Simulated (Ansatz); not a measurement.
Crystal: Y.

```
Y
1.0
     3.64740    0.00000    0.00000
    -1.82370    3.15874    0.00000
     0.00000    0.00000    5.73060
Y
2
Direct
  0.66667 0.33333 0.75000
  0.33333 0.66667 0.25000
```

* Program: Ansatz 0.2.0
* Task: relaxation of cell and atoms
* Functional: BLYP
* Potentials or basis: Ansatz PAW
* Cutoff: 420 eV (not typed: the program's choice for these potentials)
* k mesh: 8 × 8 × 5
* Occupations: fermi-dirac, width 0.05 eV
* Spin: no spin polarisation

At the start: volume 33.01 Å³/atom.

Question: How do energy, volume and symmetry change on relaxing?

Answer: It ends after 5 steps and the volume is 33.76 Å³/atom (+2.3 %); space group P6_3/mmc (No. 194, to 0.05 Å).

The path:
```
step  energy change (eV)  largest force (eV/Å)  volume (Å³)
   1              0.0000                0.0000        66.02
   2             -0.0044                0.0000        67.51
   3             -0.0045                0.0000        67.54
   4             -0.0045                0.0000        67.53
   5             -0.0046                0.0000        67.53
```

Final structure:
```yaml
crystal:
  lattice:
    - [3.68624, 0.00000, 0.00000]
    - [-1.84312, 3.19237, 0.00000]
    - [0.00000, 0.00000, 5.73813]
  atoms:
    - { symbol: Y, position: [0.66667, 0.33333, 0.75000] }
    - { symbol: Y, position: [0.33333, 0.66667, 0.25000] }
```

Caveat: the plane-wave basis is chosen anew once the cell has moved, so the energies of steps on either side of that aren't comparable; the PAW data sets come from PBE, with cores solved anew for the run's functional, which leaves a small shift of forces and pressure.
